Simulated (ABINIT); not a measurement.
Here is an ABINIT 10.8.3 (patched build) calculation.

Contents of run.abi:

```
# Pseudopotentials
pp_dirpath "./"
pseudos "Co.upf, Ti.upf"

# Structure
acell 2.98611099 2.98611099 2.98611099 Angstrom
rprim
     1.0000000000     0.0000000000     0.0000000000
     0.0000000000     1.0000000000     0.0000000000
     0.0000000000     0.0000000000     1.0000000000
ntypat 2
znucl 27 22
natom 2
typat 1 2
xred
     0.5000000000     0.5000000000     0.5000000000
     0.0000000000     0.0000000000     0.0000000000

# Plane-wave basis
ecut 48.0

# k points
kptopt 1
ngkpt 9 9 9
nshiftk 1
shiftk 0.0 0.0 0.0

# Exchange and correlation
ixc -116133

# Bands and occupations
nband 20
occopt 3
tsmear 0.05 eV

# Spin
nsppol 2
spinat
     0.0000000000     0.0000000000     2.0000000000
     0.0000000000     0.0000000000     1.0000000000

# SCF cycle
nstep 100
tolvrs 1.0e-10

# Output
iomode 3
prtwf 0
prtden 0
prteig 0
prtebands 0
```

Potentials or basis: PseudoDojo NC SR PBEsol v0.4.1 standard.

Run with:

```console
$ abinit run.abi > log 2>&1
```

(1) Estimate the site moments.

(2) What does it give for the band gap on the k mesh?

Answers

(1) Co +0.77; Ti -0.02 μB.

(2) none (metal or under the smearing width).

Caveat: small starting moments can end in a higher magnetic state in this program.
